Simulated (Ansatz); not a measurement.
The system is Yb.

```
Yb
1.0
     0.00000    2.74310    2.74310
     2.74310    0.00000    2.74310
     2.74310    2.74310    0.00000
Yb
1
Direct
  0.00000 0.00000 0.00000
```

Base run:

* Program: Ansatz 0.2.0
* Functional: PBEsol
* Potentials or basis: Ansatz PAW
* Cutoff: 420 eV (not typed: the program's choice for these potentials)
* k mesh: 7 × 7 × 7
* Occupations: fermi-dirac, width 0.05 eV
* Spin: collinear spin, ferromagnetic start
* Starting moments: [1.0] μB
* Fixed moment: 1 μB

Its results: pressure -3.3 GPa; net moment 1.00 μB per cell.

Task: After a change of settings the same cell gave: pressure -3.3 GPa; net moment 0.00 μB per cell. Which change was it?
A. k mesh from 7 × 7 × 7 to 8 × 8 × 8; fixed moment from 1 μB to none
B. fixed moment from 1 μB to 0.8 μB; moments at the start from [1.0] to [0.8]
C. fixed moment from 1 μB to 1.2 μB; moments at the start from [1.0] to [1.2]
D. fixed moment from 1 μB to 0.5 μB; moments at the start from [1.0] to [0.5]

Result: A.

Caveats: the PAW data sets come from PBE, with cores solved anew for the run's functional, which leaves a small shift of forces and pressure; the total moment is fixed, so each spin has its own Fermi level (some runs); the thresholds are loose for stress (some runs); the starting moments weren't kept (some runs).
